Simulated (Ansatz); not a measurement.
## Al3Cu2 (P-3m1), stationary points along a deformation path

The calculation used DFT r2SCAN, scalar-relativistic, plane waves, PAW in Ansatz 0.2.0. Cutoff 500 eV, Γ-centred 18×18×10 k-points, Gaussian smearing of 0.15 eV. No spin polarisation. Energies are free energies at this smearing, counted from the undisturbed cell; pressure is positive in compression.

Zero of the scan (relaxed at this level; it needn't be the usual structure):

```yaml
crystal:
  lattice:
    - [4.10181, 0.00000, 0.00000]
    - [-2.05091, 3.55227, 0.00000]
    - [0.00000, 0.00000, 4.98986]
  atoms:
    - { symbol: Al, position: [0.00000, 0.00000, 0.00000] }
    - { symbol: Al, position: [0.33333, 0.66667, 0.35017] }
    - { symbol: Al, position: [0.66667, 0.33333, 0.64983] }
    - { symbol: Cu, position: [0.33333, 0.66667, 0.84017] }
    - { symbol: Cu, position: [0.66667, 0.33333, 0.15983] }
```

At fixed volume and fractional coordinates, lengths along (0.000, 0.000, 1.000) are scaled against those across it; ρ is that ratio over its starting value. V = 14.541 Å³/atom. Δσ is the stress along the axis less the mean stress across it (compression positive).

| ρ | ΔE (meV/atom) | Δσ (GPa) | space group |
| --- | --- | --- | --- |
| 0.850 | 193.0 | 41.24 | P-3m1 |
| 0.920 | 50.6 | 19.72 | P-3m1 |
| 0.960 | 12.4 | 9.95 | P-3m1 |
| 1.000 | 0.0 | 0.17 | P-3m1 |
| 1.100 | 51.9 | -15.98 | P-3m1 |
| 1.200 | 157.3 | -22.92 | P-3m1 |

Task: How does the stress give the slope of the energy, and where is the energy stationary?

Result: Along the path d ln(length) is 2/3 d ln ρ on the axis and −1/3 d ln ρ across it, so dE/d ln ρ = −(2/3) V Δσ: the energy falls with ρ where Δσ is positive. Δσ vanishes or changes sign between ρ = 1.000 and 1.100, a minimum (near 1.00 by linear interpolation). Pairs of stationary points between two samples would go unseen, and could change a minimum read from distant neighbours into a maximum.

Task: Integrate that slope from ρ = 1 to 1.200 by the trapezoid rule.

Result: With V/N in Å³ and 1 eV/Å³ = 160.2 GPa the slopes at ρ = 1.000, 1.100, 1.200 are -10, 967, 1387 meV/atom per unit of ln ρ. The steps add 45.6 + 102.4 = 148.0 meV/atom, against 157.3 from the energies; the trapezoid rule misses the curvature of the slope within each step.

Forces appear on the atoms along this scan, and letting them relax would lower the energy and soften the response. In a metal these slopes depend on the k mesh and the smearing.

Cost: 6 runs of about 16 core-minutes in all, on Intel Xeon Processor @ 2.50GHz (Skylake/Cascade Lake) (shared hosts).